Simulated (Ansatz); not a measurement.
# Cu (Cmcm) in Ansatz: further runs, part 2 of 2

Ansatz 0.2.0. Earlier steps stand in the parts before.

## (4) Relaxation of cell and atoms, revPBE+D4

Input file input.yaml:

```yaml
crystal:
  lattice:
    - [1.21846369, -3.9763780104, 0.0]
    - [1.21846369, 3.9763780104, 0.0]
    - [0.0, 0.0, 2.4754955235]
  atoms:
    - { symbol: Cu, position: [0.86613335, 0.13386665, 0.75] }
    - { symbol: Cu, position: [0.13386665, 0.86613335, 0.25] }
hamiltonian:
  xc: revpbe
  pseudopotentials: { kind: paw }
  dispersion: d4
kpoints:
  mp_grid: { grid: [11, 11, 11] }
scf:
  occupations: { method: fermi_dirac, width: 0.05 }
output:
  forces: true
  stress: true
  eigenvalues: true
relax:
  f_tol: 0.01
  max_steps: 40
  cell: { stress_tol: 0.05 }
```

Potentials or basis: Ansatz PAW.

Command:

```bash
$ ansatz run input.yaml --threads 2 --pin off --max-ram 5632MiB --backend cpu --events-out ev --progress --plain --runs-dir out
```

What it wrote:

```text
Warning: RAYON_NUM_THREADS=2 ignored (pool sized by the plan → 2); use --threads N
Engine: ansatz 0.2.0, x86_64-unknown-linux-gnu
Pseudopotentials: kind: paw
Pseudopotential: Cu, paw, valence charge 19, recommended cutoff 420 eV (normal), Cu.paw.azcp
Functional definition: revPBE
  parameter kappa = 1.245
  parameter beta = 0.06672455060314922
  exchange = pbe_x(kappa = kappa, mu = beta*pi^2/3)
  correlation = pbe_c(beta = beta)
Crystal: 2 atoms, lattice volume = 23.988 Å³
Basis set: ecut = 420 eV, 445 PW (Γ), exchange–correlation on 60×60×36 points (8 copies of the dense FFT grid, shifted against one another)
Bands: 23, of which v1, the nominal top of the filled ones, is band 19 counted from 1 (18 counted from 0)
Symmetry: 8 space group operations
Space group: Cmcm (ITA 63), of the structure as read, at distance tolerance 2.9e-5 Å
k-points: 216 of 1331
Non-local potential: Cu, projectors of the file, l = 0: 3, l = 1: 2, l = 2: 3, l = 3: 1
PAW form: soft (Blöchl's): semilocal exchange-correlation on the pseudo side does not see the compensation charge
PAW frozen core: Cu, regenerated for the run's functional, and the local potential with it (the file was generated under x = pbe(κ = 0.804, μ = 0.2195149727645171), c = pbe(β = 0.06672455060314922))
PAW one-centre angular grid: Cu, 590 points (default); XC on 64 Gauss nodes
Initial density: superposition of atomic densities (neutral atoms: chi_scale 0, normalization atom), corrected by the library's trained network
Initial wavefunctions: pseudopotential atomic-orbital guess
Functional: x = revpbe(κ = 1.245, μ = 0.2195149727645171), c = pbe(β = 0.06672455060314922)
SCF iter   1: F=—  HF=-13259.364970 eV  |F-HF|=—  |Δ(HF+E_count)|=         —  Δρ=6.84e-3  dr2=5.81e-3  ethr=1.77e-3  ⟨swp⟩=5.7  Hψ=18801  notcnv=0
preconditioner: auto → none  [metal: Δε(μ)=0.053 eV  Ē_g=10.554 eV  σ=0.050 eV  W_gap=0.26  n_scr=8 (ndim 8)  ℏωp=35.6 eV  f_vac=0.000  D(μ)=0.49/eV (n_scr^D=2)  sad-step TF]
SCF iter   2: F=—  HF=-13259.364109 eV  |F-HF|=—  |Δ(HF+E_count)|=   8.61e-4  Δρ=1.87e-3  dr2=5.70e-4  ethr=1.53e-5  ⟨swp⟩=2.2  Hψ=9073  notcnv=0  defer=9
SCF iter   3: F=—  HF=-13259.364064 eV  |F-HF|=—  |Δ(HF+E_count)|=   4.55e-5  Δρ=6.20e-4  dr2=6.13e-5  ethr=1.50e-6  ⟨swp⟩=2.1  Hψ=6739  notcnv=0  defer=9
SCF iter   4: F=—  HF=-13259.364057 eV  |F-HF|=—  |Δ(HF+E_count)|=   6.57e-6  Δρ=1.92e-4  dr2=1.23e-5  ethr=1.61e-7  ⟨swp⟩=2.0  Hψ=7192  notcnv=0  defer=9
iter 5 did not close the SCF: its close was put off for the readings that it lacked (scf_convergence_deferred on its scf_iter line)
SCF iter   5: F=-13259.364056 eV  HF=-13259.364056 eV  |F-HF|=1.94e-7  |Δ(HF+E_count)|=   1.76e-6  Δρ=3.53e-5  dr2=8.61e-8  ethr=3.24e-8  ⟨swp⟩=2.0  Hψ=6906  notcnv=0  defer=9
SCF iter   6: F=-13259.364056 eV  HF=-13259.364056 eV  |F-HF|=3.93e-10  |Δ(HF+E_count)|=   2.13e-7  Δρ=2.23e-6  dr2=4.66e-10  ethr=2.27e-10  ⟨swp⟩=3.1  Hψ=19215  notcnv=0
SCF 1 converged in 6 iterations: F = -13259.364056 eV  dr2 = 4.66e-10
relax step   1: F+E_penalty+E_count = -13259.36405573 eV  Δ(F+E_penalty+E_count) = +0.000e0 eV  max|allowed force component| = 7.288e-2 eV/Å  Δτ_max = 0.0000 Å  P = -2.246 GPa  Ω = 23.988 Å³  (6 SCF iters, dr2 threshold 1.00e-7 eV, accepted)
Crystal: 2 atoms, lattice volume = 23.806 Å³
Initial density: handed on by an earlier stage of this run
Initial wavefunctions: those handed on with the density
iter 1 solved again at ethr=2.71e-6 eV; its pass at ethr=3.10e-3 eV (dr2=1.03e-3 eV) is discarded
SCF iter   1: F=—  HF=-13259.366849 eV  |F-HF|=—  |Δ(HF+E_count)|=         —  Δρ=2.62e-3  dr2=1.04e-3  ethr=2.71e-6  ⟨swp⟩=2.2  Hψ=23717  notcnv=0
preconditioner: auto → none  [metal: Δε(μ)=0.064 eV  Ē_g=10.573 eV  σ=0.050 eV  W_gap=0.30  n_scr=8 (ndim 8)  ℏωp=35.7 eV  f_vac=0.000  D(μ)=0.47/eV (n_scr^D=2)]
SCF iter   2: F=—  HF=-13259.366635 eV  |F-HF|=—  |Δ(HF+E_count)|=   2.13e-4  Δρ=2.75e-4  dr2=7.94e-6  ethr=2.71e-6  ⟨swp⟩=2.2  Hψ=6848  notcnv=0
[... 34 lines left out ...]
Initial wavefunctions: pseudopotential atomic-orbital guess (no wavefunctions were taken with the density)
iter 1 solved again at ethr=1.50e-9 eV; its pass at ethr=3.10e-3 eV (dr2=5.71e-7 eV) is discarded
SCF iter   1: F=—  HF=-13259.367410 eV  |F-HF|=—  |Δ(HF+E_count)|=         —  Δρ=4.78e-5  dr2=9.00e-8  ethr=1.50e-9  ⟨swp⟩=4.0  Hψ=35929  notcnv=0
preconditioner: auto → none  [metal: Δε(μ)=0.063 eV  Ē_g=10.656 eV  σ=0.050 eV  W_gap=0.30  n_scr=8 (ndim 8)  ℏωp=35.8 eV  f_vac=0.000  D(μ)=0.46/eV (n_scr^D=2)]
SCF iter   2: F=—  HF=-13259.367402 eV  |F-HF|=—  |Δ(HF+E_count)|=   7.26e-6  Δρ=3.82e-5  dr2=1.58e-7  ethr=2.37e-10  ⟨swp⟩=2.0  Hψ=9097  notcnv=0
SCF iter   3: F=—  HF=-13259.367402 eV  |F-HF|=—  |Δ(HF+E_count)|=   6.55e-8  Δρ=1.86e-5  dr2=4.03e-8  ethr=2.37e-10  ⟨swp⟩=2.0  Hψ=7273  notcnv=0
SCF iter   4: F=—  HF=-13259.367402 eV  |F-HF|=—  |Δ(HF+E_count)|=   1.26e-8  Δρ=1.72e-6  dr2=2.36e-10  ethr=1.06e-10  ⟨swp⟩=2.0  Hψ=7207  notcnv=0
SCF iter   5: F=—  HF=-13259.367402 eV  |F-HF|=—  |Δ(HF+E_count)|=  2.78e-10  Δρ=4.12e-7  dr2=9.17e-11  ethr=1.00e-12  ⟨swp⟩=2.2  Hψ=8448  notcnv=0
SCF iter   6: F=-13259.367402 eV  HF=-13259.367402 eV  |F-HF|=3.64e-12  |Δ(HF+E_count)|=  2.36e-11  Δρ=4.46e-8  dr2=1.00e-13  ethr=1.00e-12  ⟨swp⟩=4.0  Hψ=23118  notcnv=0
SCF 5 converged in 6 iterations: F = -13259.367402 eV  dr2 = 1.00e-13
relax step   5: F+E_penalty+E_count = -13259.36740247 eV  Δ(F+E_penalty+E_count) = +4.016e-4 eV  max|allowed force component| = 4.287e-4 eV/Å  Δτ_max = 0.0000 Å  P = +0.023 GPa  Ω = 23.609 Å³  stress off target by 3.02e-2 GPa  SCF on the basis re-selected at this cell (its energy is not comparable with the rows above)  (6 SCF iters)
basis re-selected at this cell: Δ(F+E_penalty+E_count) = +4.016e-4 eV, ΔP = +0.021 GPa vs the last step (what re-selecting the basis moved, of the pressure what is left beyond the Pulay correction that the steps carried, after the strain that the cell walked since its last selection, with what the two solves' SCF thresholds leave and, on support functions, any second-order correction that the steps lacked; it is no measure of the basis error at this ecutwfc). This SCF's stress stands 3.02e-2 GPa from its target on what of the cell is left free (relax.cell.stress_tol is 5.00e-2 GPa) and its largest allowed force component is 4.29e-4 eV/Å (relax.f_tol is 1.00e-2 eV/Å): within both
SCF converged after 6 iterations
Free energy (F): -13259.367402 eV
Harris-Foulkes:  -13259.367402 eV  (|F-HF|=3.64e-12)
Internal energy: -13259.363443 eV  (E = F + TS)
E sigma→0 (E₀):  -13259.365423 eV
Entropy (-TS):   -0.003960 eV (-1.980 meV/atom)
Fermi energy:    16.906774 eV
--- Per-component energies (eV) ---
  E_band       = -717.126057
  E_kinetic    = 600.850504
  E_local      = -8202.411292  (includes V_loc(G=0)·N_el)
  E_nonlocal   = 779.503747
  E_hartree    = 3619.812215
  E_xc         = -179.571525
  E_vxc        = -231.539369  (∫ρ·V_xc dr)
  E_paw        = -3333.454876  (= ΣΔE_a)
  E_vpaw       = -903.154638  (= ΣTr[D̂ρ^β])
  E_aug_tail   = 0.000569  (compensation charges beyond the density's cutoff)
  E_ewald      = -6542.065483
  E_disp       = -1.967395  (pairwise vdW)
  E_core_change = -0.059906  (= ΣΔE_core)
  E_smearing   = -0.003960  (= −TS)
  E_closure    = 0.000000  (closes the sum)
  Σ components = -13259.367402   (vs F -13259.367402, Δ=0.00e0)
--- Forces (eV/Å), atoms counted from 1 ---
  atom   1  Cu     0.00000000    -0.00042870     0.00000000
  atom   2  Cu    -0.00000000     0.00042870    -0.00000000
  max |Σ_I F_I| component: 0.00e0 eV/Å
--- Stress (GPa, compression-positive) ---
        0.015554       0.000000       0.000000
        0.000000       0.030183       0.000000
        0.000000       0.000000       0.022487
  P = ⅓ Tr σ = 0.0227 GPa (0.227 kbar)
--- Band table (eV; the first three rows and the last of 216) ---
  k-point 0: bands = ["-95.8397", "-95.8200", "-53.2275", "-53.1313", "-53.0948", "-53.0909", "-53.0796", "-53.0663", "7.4768", "11.8410", "12.6377", "13.1151", "13.8154", "14.1395", "14.5657", "14.8590", "15.0691", "15.2044", "15.4810", "16.7946", "21.8710", "31.5831", "35.5019"]
  k-point 1: bands = ["-95.8387", "-95.8199", "-53.2242", "-53.1371", "-53.0984", "-53.0969", "-53.0788", "-53.0661", "7.6922", "11.9663", "12.6631", "13.1399", "13.7666", "14.1840", "14.5443", "14.7761", "14.9948", "15.1081", "15.1861", "17.5189", "21.9408", "29.4250", "35.7659"]
  k-point 2: bands = ["-95.8360", "-95.8194", "-53.2148", "-53.1525", "-53.1187", "-53.1031", "-53.0767", "-53.0655", "8.3242", "12.2942", "12.7285", "13.1723", "13.6460", "14.1750", "14.4731", "14.5529", "14.6062", "15.1541", "15.1607", "18.8486", "22.1693", "26.0869", "35.1104"]
  k-point 215: bands = ["-95.8229", "-95.8224", "-53.2251", "-53.2236", "-53.1235", "-53.1212", "-53.0687", "-53.0647", "11.6950", "11.7976", "13.1540", "13.2971", "14.4200", "14.4401", "14.8389", "14.9848", "14.9854", "15.3570", "15.4418", "16.1616", "20.7482", "21.2004", "34.1569"]
--- Relaxed structure (4 steps of the walk, 4 accepted, 1 SCFs on fresh bases) ---
  F+E_penalty+E_count = -13259.36740247 eV   max|allowed force component| = 4.287e-4 eV/Å   (the final SCF, on the basis selected at the relaxed cell)
  cell:  # Å, volume = 23.6087 Å³
    - [1.2115914837285362, -3.9427348055680453, 2.260656247791291e-18]
    - [1.2115914837285362, 3.9427348055680453, -2.2606562477912958e-18]
    - [-4.959368968528178e-33, -1.407372339084207e-18, 2.471087146287558]
  atoms:
    - { symbol: Cu, position: [0.8667288777718665, 0.13327112222813353, 0.7500000000000001] }
    - { symbol: Cu, position: [0.13327112222813353, 0.8667288777718665, 0.25] }
```

It took 46 s on 2 threads of Intel Xeon at 2.50GHz (Skylake/Cascade Lake), shared host; peak memory 0.43 GiB.

Results:

```yaml
Free_energy: -13259.3674 eV
Relaxed_volume: 11.80 Å³/atom
Relaxed_cell: a = 4.125 Å, b = 4.125 Å, c = 2.471 Å, α = 90.00°, β = 90.00°, γ = 145.84°
Space_group_after_relaxing_to_0.05_Å: Cmcm (No. 63)
Energy_gained_by_relaxing: 1.7 meV/atom
Ionic_steps: 5
Pressure_after_relaxing: 0.0 GPa
Band_gap_on_the_k_mesh: none (metal or under the smearing width)
```

The path:
```tsv
step	energy change (eV)	largest force (eV/Å)	volume (Å³)
1	0.0000	0.0729	23.99
2	-0.0026	0.0451	23.81
3	-0.0038	0.0030	23.60
4	-0.0037	0.0003	23.61
5	-0.0033	0.0004	23.61
```

Final structure:
```yaml
crystal:
  lattice:
    - [1.21159, -3.94273, 0.00000]
    - [1.21159, 3.94273, 0.00000]
    - [0.00000, 0.00000, 2.47109]
  atoms:
    - { symbol: Cu, position: [0.86673, 0.13327, 0.75000] }
    - { symbol: Cu, position: [0.13327, 0.86673, 0.25000] }
```

Levels at points of the mesh, in eV from the Fermi level:
```
           k point  band 15  band 16  band 17  band 18  band 19  band 20  band 21  band 22  band 23
(0.00, 0.00, 0.00)    -2.34    -2.05    -1.84    -1.70    -1.43    -0.11     4.96    14.68    18.60
```

Caveat: the plane-wave basis is chosen anew once the cell has moved, so the energies of steps on either side of that aren't comparable; pairwise dispersion overbinds metals, which lowers pressure and volume; the PAW data sets come from PBE, with cores solved anew for the run's functional, which leaves a small shift of forces and pressure.

## (5) Overview

```csv
level,gap on the mesh (eV),pressure (GPa),relaxed volume (Å³/atom)
RPBE+D4,none,0.0,11.78
revPBE+D3(BJ),none,0.0,11.57
revPBE+D4,none,0.0,11.80
```

Alike in all rows: task relaxation of cell and atoms; potentials or basis Ansatz PAW; no spin polarisation; cell relaxed; k mesh 11 × 11 × 11; cutoff (eV) 420; smearing fermi-dirac 0.05 eV.

Caveats: the plane-wave basis is chosen anew once the cell has moved, so the energies of steps on either side of that aren't comparable; pairwise dispersion overbinds metals, which lowers pressure and volume; the PAW data sets come from PBE, with cores solved anew for the run's functional, which leaves a small shift of forces and pressure.

Total energies depend on the potentials used, so only differences within one code and one set of settings carry meaning.
